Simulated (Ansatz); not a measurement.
# Zr3Si2: the cost of one run

Program: Ansatz 0.2.0. Level of theory: DFT PBE, scalar-relativistic, plane waves, PAW. These are calculated values, not measurements.

1 further run of the same task is left out (it didn't finish).

**1. Starting point**

Symmetry: R-3m, No. 166, trigonal system. The conventional cell has a = 3.610 Å, b = 3.610 Å, c = 25.102 Å, α = 90.00°, β = 90.00°, γ = 120.00°. Zr (site symmetry -3m) has 6 Si at 2.67 Å as nearest neighbours. Around Zr (site symmetry 3m) lie 3 Si at 2.53 Å. Si (site symmetry 3m) has 6 Zr at 2.53 to 2.67 Å as nearest neighbours.

Structure file:

```
Zr Si
1.0
     1.80503    1.04214    8.36724
    -1.80503    1.04214    8.36724
     0.00000   -2.08427    8.36724
Zr Si
3 2
Direct
  0.00000 0.00000 0.00000
  0.20950 0.20950 0.20950
  0.79050 0.79050 0.79050
  0.40000 0.40000 0.40000
  0.60000 0.60000 0.60000
```

(A quick probe on a coarse mesh, which set the mesh and smearing, is not shown.)

**3. Rough relaxation on the coarse mesh**

Input file input.yaml:

```yaml
crystal:
  lattice:
    - [1.8050313414, 1.0421353308, 8.3672358798]
    - [-1.8050313414, 1.0421353308, 8.3672358798]
    - [0.0, -2.0842706617, 8.3672358798]
  atoms:
    - { symbol: Zr, position: [0.0, 0.0, 0.0] }
    - { symbol: Zr, position: [0.2095, 0.2095, 0.2095] }
    - { symbol: Zr, position: [0.7905, 0.7905, 0.7905] }
    - { symbol: Si, position: [0.4, 0.4, 0.4] }
    - { symbol: Si, position: [0.6, 0.6, 0.6] }
basis:
  ecutwfc: 420
kpoints:
  mp_grid: { grid: [6, 6, 6] }
hamiltonian:
  xc: pbe
scf:
  occupations: { method: gaussian, width: 0.1 }
  lower_state_search: "off"
output:
  forces: true
  stress: true
  eigenvalues: true
relax:
  adjacent_minimum: "off"
  f_tol: 0.04
  max_steps: 70
  cell: { stress_tol: 0.4 }
```

Launch:

```
$ ansatz run input.yaml --threads 1 --pin off --max-ram 2560MiB --backend cpu --events-out ev --progress --plain --runs-dir out
```

What time and memory should one allow on 1 thread of Intel Xeon 6975P-C (Granite Rapids), shared host?

About 20 s, with a peak of 0.46 GiB.
